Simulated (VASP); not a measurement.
# BN (P1) in VASP: a series of runs

One crystal, BN, is run at these levels: PBE; tasks: single point.

Program: VASP 6.6.1. These are calculated values, not measurements. Logs are shortened: lines on timing, memory, paths and dates and some standing lists are left out, and cuts for length are marked.

### Step 1. Starting point

The typed cell holds 2 atoms: a = 2.508 Å, b = 2.508 Å, c = 3.274 Å, α = 101.11°, β = 101.11°, γ = 119.81°.

The cell comes from a database or a generator and needn't be the stable form of this composition.

### Step 2. Single point, PBE

INCAR reads:

```
SYSTEM = BN
  PREC = Accurate
  ENCUT = 500
  EDIFF = 1E-6
  ISMEAR = 0
  SIGMA = 0.02
  LREAL = .False.
  LASPH = .True.
  NELM = 100
  ALGO = Fast
  ISIF = 2
  LWAVE = .False.
  LCHARG = .True.
  GGA = PE
  LELF = .True.
  LVHAR = .True.
```

KPOINTS reads:

```
regular mesh
0
Gamma
  8 8 6
  0 0 0
```

POSCAR reads:

```
BN
1.0
    2.5080409239      0.0000000000      0.0000000000
   -1.2467107647      2.1762310413      0.0000000000
   -0.6306650796     -1.0881155206      3.0225400000
N B
1 1
Direct
    0.6685060000      0.3323850000      0.9849990000
    0.9796430000      0.9834990000      0.0018060000
```

Potentials or basis: VASP PAW PBE potentials, release 64 (N_GW, B_GW).

Launch:

```
$ cat potpaw_PBE.64/N_GW/POTCAR potpaw_PBE.64/B_GW/POTCAR > POTCAR
$ mpirun -np 1 vasp_std > vasp.out
```

OUTCAR:

```text
SYSTEM = BN
   PREC = Accurate
   ENCUT = 500
   EDIFF = 1E-6
   ISMEAR = 0
   LREAL = .False.
   LASPH = .True.
   NELM = 100
   ISIF = 2
   GGA = PE

 ion  position               nearest neighbor table
   1  0.669  0.332  0.985-   2 1.40   2 1.43   2 1.52
   2  0.980  0.983  0.002-   1 1.40   1 1.43   1 1.52

  LATTYP: Found a face centered orthorhombic cell.
 ALAT       =     2.5153400000
 B/A-ratio  =     1.7253460765
 C/A-ratio  =     2.4032854405

  Lattice vectors:

 A1 = (  -1.8773758443,   1.0881155207,   3.0225400000)
 A2 = (   0.6306650796,   1.0881155207,   3.0225400000)
 A3 = (  -1.2467107647,   2.1762310413,   0.0000000000)

Analysis of symmetry for initial positions (statically):
=====================================================================
 Subroutine PRICEL returns:
 Original cell was already a primitive cell.

 Routine SETGRP: Setting up the symmetry group for a
 face centered orthorhombic supercell.

 Subroutine GETGRP returns: Found  1 space group operations
 (whereof  1 operations were pure point group operations)
 out of a pool of  8 trial point group operations.

The static configuration has the point symmetry C_1 .

Analysis of symmetry for dynamics (positions and initial velocities):
=====================================================================
 Subroutine PRICEL returns:
 Original cell was already a primitive cell.

 Routine SETGRP: Setting up the symmetry group for a
 face centered orthorhombic supercell.

 Subroutine GETGRP returns: Found  1 space group operations
 (whereof  1 operations were pure point group operations)
 out of a pool of  8 trial point group operations.

The dynamic configuration has the point symmetry C_1 .

 Subroutine INISYM returns: Found  1 space group operations
 (whereof  1 operations are pure point group operations),
 and found     1 'primitive' translations

----------------------------------------------------------------------------------------

                                     Primitive cell

  volume of cell :      16.4973

  direct lattice vectors                    reciprocal lattice vectors
     2.508040924  0.000000000  0.000000000     0.398717577  0.228415773  0.165423783
    -1.246710765  2.176231041  0.000000000     0.000000000  0.459510034  0.165423783
    -0.630665080 -1.088115521  3.022540000     0.000000000  0.000000000  0.330847565

  length of vectors
     2.508040924  2.508040924  3.273756540     0.488379462  0.488379462  0.330847565

  position of ions in fractional coordinates (direct lattice)
     0.668506000  0.332385000  0.984999000
     0.979643000  0.983499000  0.001806000

  ion indices of the primitive-cell ions
   primitive index   ion index
                 1           1
                 2           2

----------------------------------------------------------------------------------------

 KPOINTS: regular mesh

Automatic generation of k-mesh.
 Grid dimensions read from file:
 generate k-points for:    8    8    6

 Generating k-lattice:

  Cartesian coordinates                     Fractional coordinates (reciprocal lattice)
     0.049839697  0.028551972  0.020677973     0.125000000 -0.000000000 -0.000000000
     0.000000000  0.057438754  0.020677973     0.000000000  0.125000000  0.000000000
     0.000000000  0.000000000  0.055141261     0.000000000  0.000000000  0.166666667

  Length of vectors
     0.061047433  0.061047433  0.055141261

  Shift w.r.t. Gamma in fractional coordinates (k-lattice)
     0.000000000  0.000000000  0.000000000

 -----------------------------------------------------------------------------
|                                                                             |
|           W    W    AA    RRRRR   N    N  II  N    N   GGGG   !!!           |
|           W    W   A  A   R    R  NN   N  II  NN   N  G    G  !!!           |
|           W    W  A    A  R    R  N N  N  II  N N  N  G       !!!           |
|           W WW W  AAAAAA  RRRRR   N  N N  II  N  N N  G  GGG   !            |
|           WW  WW  A    A  R   R   N   NN  II  N   NN  G    G                |
|           W    W  A    A  R    R  N    N  II  N    N   GGGG   !!!           |
|                                                                             |
|     Your reciprocal lattice and k-lattice belong to different lattice       |
|     classes:                                                                |
|                                                                             |
|        The reciprocal lattice is body-centered orthorhombic,                |
|        whereas your k-lattice is base-centered monoclinic.                  |
|                                                                             |
|     Results are often still useful ...                                      |
|                                                                             |
 -----------------------------------------------------------------------------

 WARNING: IBZKPT: internal override: KBLOWUP is changed to .FALSE.
      ... skipping the blow-up phase ...

 Subroutine IBZKPT returns following result:
 ===========================================

 Found    196 irreducible k-points:

 Following reciprocal coordinates:
            Coordinates               Weight
  0.000000  0.000000  0.000000      1.000000
  0.125000  0.000000  0.000000      2.000000
  0.250000  0.000000  0.000000      2.000000
  0.375000  0.000000 -0.000000      2.000000
  0.500000  0.000000  0.000000      1.000000
  0.000000  0.125000  0.000000      2.000000
[... 16 lines left out ...]
  0.125000  0.375000 -0.000000      2.000000
  0.250000  0.375000  0.000000      2.000000
 [... further k-points ...]
   k-points           NKPTS =    196   k-points in BZ     NKDIM =    196   number of bands    NBANDS=      8
   number of dos      NEDOS =    301   number of ions     NIONS =      2
   total plane-waves  NPLWV =   7776
   dimension x,y,z NGX =    18 NGY =   18 NGZ =   24
   dimension x,y,z NGXF=    36 NGYF=   36 NGZF=   48
   ions per type =               1   1
   NGX,Y,Z   is equivalent  to a cutoff of  11.93, 11.93, 12.19 a.u.
   NGXF,Y,Z  is equivalent  to a cutoff of  23.86, 23.86, 24.38 a.u.
 SYSTEM =  BN
   PREC   = accura    normal or accurate (medium, high low for compatibility)
   ISTART =      0    job   : 0-new  1-cont  2-samecut
   ICHARG =      2    charge: 1-file 2-atom 10-const
   ISPIN  =      1    spin polarized calculation?
   LNONCOLLINEAR =      F non collinear calculations
   LSORBIT =      F    spin-orbit coupling
   LASPH  =      T    aspherical Exc in radial PAW
   ENCUT  =  500.0 eV  36.75 Ry    6.06 a.u.   4.57  4.57  5.97*2*pi/ulx,y,z
   NELM   =    100;   NELMIN=  2; NELMDL= -5     # of ELM steps
   EDIFF  = 0.1E-05   stopping-criterion for ELM
   LREAL  =      F    real-space projection
   EDIFFG = 0.1E-04   stopping-criterion for IOM
   NSW    =      0    number of steps for IOM
   IBRION =     -1    ionic relax: 0-MD 1-quasi-New 2-CG
   NFREE  =      0    steps in history (QN), initial steepest desc. (CG)
   ISIF   =      2    stress and relaxation
   ISYM   =      2    0-nonsym 1-usesym 2-fastsym
   POTIM  = 0.5000    time-step for ionic-motion
   TEBEG  =    0.0;   TEEND  =   0.0 temperature during run
   PSTRESS=    0.0 pullay stress
   NELECT =       8.0000    total number of electrons
   NUPDOWN=      -1.0000    fix difference up-down
   EMIN   =  10.00;   EMAX   =-10.00  energy-range for DOS
   EFERMI =   0.00;   METHOD = LEGACY
   ISMEAR =     0;   SIGMA  =   0.02  broadening in eV -4-tet -1-fermi 0-gaus
   EFERMI_NEDOS =   21; number of points for ismear=-14 and -15
   IALGO  =     68    algorithm
   IMIX   =      4    mixing-type and parameters
     AMIX     =   0.40;   BMIX     =  1.00
     AMIX_MAG =   1.60;   BMIX_MAG =  1.00
  volume/ion in A,a.u.               =       8.25        55.66
  Fermi-wavevector in a.u.,A,eV,Ry     =   1.286178  2.430523 22.507475  1.654253
  Thomas-Fermi vector in A             =   2.418268
   LORBIT       =      0    0 simple, 1 ext, 2 COOP (PROOUT), +10 PAW based schemes
   GGA     = PE    functional components
   LHFCALC =     F    Hartree Fock is set to
   AEXX    =    0.0000 exact exchange contribution
   IVDW    =     0    specifies the selected vdW correction
   LEPSILON=     F    determine dielectric tensor
   LRPA    =     F    only Hartree local field effects (RPA)
 non-spin polarized calculation
 RMM-DIIS sequential band-by-band and
 Gauss-broadening in eV      SIGMA  =   0.02
  energy-cutoff  :      500.00
  volume of cell :       16.50
 maximum number of plane-waves:       432
   NGX =  9   NGY =  9   NGZ = 11

 number of electron       8.0000000 magnetization

 Free energy of the ion-electron system (eV)
  ---------------------------------------------------
  ext. energy  EPLUGINS =         0.00000000
  ---------------------------------------------------
  free energy    TOTEN  =       -17.42745773 eV

  energy without entropy =      -17.42745773  energy(sigma->0) =      -17.42745773

 E-fermi :   3.6072     XC(G=0): -10.6247

 val. band max:        3.4943600355   @ k =   0.3750   0.3750   0.1667
 cond. band min:       6.3014654529   @ k =   0.5000   0.5000   0.5000
 fundamental gap:      2.8071054174
 Fermi energy:         3.6072360182

 k-point     1 :       0.0000    0.0000    0.0000
  band No.  band energies     occupation
      1     -14.8286      2.00000
      2      -0.3363      2.00000
      3       0.9771      2.00000
      4       2.6012      2.00000
      5       8.9394      0.00000
      6      13.6468      0.00000
      7      15.7448      0.00000
      8      16.3651      0.00000

 k-point     2 :       0.1250    0.0000    0.0000
  band No.  band energies     occupation
      1     -14.4980      2.00000
      2      -0.1671      2.00000
      3       0.5045      2.00000
      4       1.2662      2.00000
      5       9.7260      0.00000
      6      13.8358      0.00000
      7      15.3339      0.00000
      8      16.9346      0.00000

 k-point     3 :       0.2500    0.0000    0.0000
  band No.  band energies     occupation
      1     -13.5547      2.00000
      2      -1.6173      2.00000
      3      -0.3439      2.00000
      4       0.4160      2.00000
      5      11.0804      0.00000
      6      12.9509      0.00000
      7      14.4139      0.00000
      8      19.8772      0.00000

 k-point     4 :       0.3750    0.0000   -0.0000
  band No.  band energies     occupation
      1     -12.2300      2.00000
      2      -4.3204      2.00000
      3      -1.1250      2.00000
      4       1.2931      2.00000
      5       9.5772      0.00000
      6      12.7970      0.00000
      7      15.8368      0.00000
      8      21.0874      0.00000

 k-point     5 :       0.5000    0.0000    0.0000
  band No.  band energies     occupation
      1     -11.4105      2.00000
      2      -5.6387      2.00000
      3      -1.4118      2.00000
      4       1.8546      2.00000
      5       8.3623      0.00000
      6      12.9011      0.00000
      7      17.1170      0.00000
      8      20.6607      0.00000
[... 177 lines left out ...]
 k-point    22 :       0.0000    0.3750    0.0000
  band No.  band energies     occupation
      1     -12.3389      2.00000
      2      -4.7112      2.00000
      3      -0.3215      2.00000
      4       1.6048      2.00000
      5       8.6848      0.00000
      6      12.9559      0.00000
      7      16.0128      0.00000
      8      22.1422      0.00000

 k-point    23 :       0.1250    0.3750   -0.0000
  band No.  band energies     occupation
      1     -11.6095      2.00000
      2      -5.4152      2.00000
      3      -1.4735      2.00000
      4       2.1652      2.00000
      5       7.8767      0.00000
      6      14.2032      0.00000
      7      16.8409      0.00000
      8      20.1558      0.00000

 k-point    24 :       0.2500    0.3750    0.0000
  band No.  band energies     occupation
      1     -11.0822      2.00000
      2      -5.2005      2.00000
      3      -3.2984      2.00000
      4       2.9427      2.00000
      5       7.7658      0.00000
      6      15.2286      0.00000
      7      17.7943      0.00000
      8      18.9246      0.00000

 [... further k-points ...]

------------------------ aborting loop because EDIFF is reached ----------------------------------------

  FORCE on cell =-STRESS in cart. coord.  units (eV):
  Direction    XX          YY          ZZ          XY          YZ          ZX
  --------------------------------------------------------------------------------------
  -------------------------------------------------------------------------------------
  Total       -0.3715663      0.8178281      0.7815987     -0.4985314      0.1202207      0.0554728
  in kB      -36.0857106     79.4256809     75.9071556    -48.4162786     11.6755680      5.3873933
  external PRESSURE =      39.7490420 kB  Pullay stress =       0.0000000 kB

 VOLUME and BASIS-vectors are now :
 -----------------------------------------------------------------------------
  energy-cutoff  :      500.00
  volume of cell :       16.50
      direct lattice vectors                 reciprocal lattice vectors
     2.508040924  0.000000000  0.000000000     0.398717577  0.228415773  0.165423783
    -1.246710765  2.176231041  0.000000000     0.000000000  0.459510034  0.165423783
    -0.630665080 -1.088115521  3.022540000     0.000000000  0.000000000  0.330847565

 POSITION                                       TOTAL-FORCE (eV/Angst)
 -----------------------------------------------------------------------------------
      0.64105     -0.34845      2.97720        -1.640636     -2.058485      0.594955
      1.22971      2.13836      0.00546         1.640636      2.058485     -0.594955
 -----------------------------------------------------------------------------------
    total drift:                                0.000577     -0.000043     -0.001152

  FREE ENERGIE OF THE ION-ELECTRON SYSTEM (eV)
  ---------------------------------------------------
  free  energy   TOTEN  =       -17.4274577272 eV

  energy  without entropy=      -17.4274577272  energy(sigma->0) =      -17.42745773
```

It took 18 s on 1 thread of Intel Xeon Platinum 8375C at 2.90GHz (Ice Lake), shared host; peak memory 0.13 GiB.

Results:

- Free energy: -17.4275 eV
- Pressure: 4.0 GPa
- Largest force: 2.699 eV/Å
- Band gap on the k mesh: 2.81 eV, indirect (least direct gap 4.53 eV)

Forces on the atoms (eV/Å):
```
N   -1.641 -2.058  0.595
B    1.641  2.058 -0.595
```

Stress tensor (GPa, compression positive):
```
-3.61 -4.84  0.54
-4.84  7.94  1.17
 0.54  1.17  7.59
```

Levels at points of the mesh, in eV from the valence-band top:
| k point | band 1 | band 2 | band 3 | band 4 | band 5 | band 6 | band 7 | band 8 |
| --- | --- | --- | --- | --- | --- | --- | --- | --- |
| (0.00, 0.00, 0.00) | -18.32 | -3.83 | -2.52 | -0.89 | 5.44 | 10.15 | 12.25 | 12.87 |
| (0.50, 0.00, 0.00) | -14.90 | -9.13 | -4.91 | -1.64 | 4.87 | 9.41 | 13.62 | 17.17 |
| (0.00, 0.50, 0.00) | -15.07 | -9.39 | -4.16 | -1.12 | 3.75 | 9.54 | 13.91 | 17.24 |
| (0.50, 0.50, 0.00) | -15.15 | -9.57 | -4.31 | -0.20 | 6.17 | 8.98 | 12.44 | 14.56 |
| (0.00, 0.00, 0.50) | -17.75 | -7.07 | -2.54 | -0.94 | 9.86 | 10.68 | 12.23 | 12.38 |
| (0.50, 0.00, 0.50) | -14.90 | -9.14 | -4.91 | -1.53 | 4.54 | 9.45 | 13.86 | 17.40 |
| (0.00, 0.50, 0.50) | -15.07 | -9.39 | -4.16 | -1.21 | 3.97 | 9.47 | 13.79 | 17.08 |
| (0.50, 0.50, 0.50) | -14.82 | -9.04 | -4.46 | -2.25 | 2.81 | 9.08 | 15.46 | 19.59 |

Caveat: the cutoff is under 1.25 times the usual one of these potentials, so pressure, stress and relaxed cells hold a basis-set (Pulay) error; forces of over 1 eV/Å show positions far from the minimum, so gaps and moduli don't describe the material at rest. Expect the measured gap to be larger: semilocal functionals such as PBE lack the derivative discontinuity.

[end of part 1 of 2]
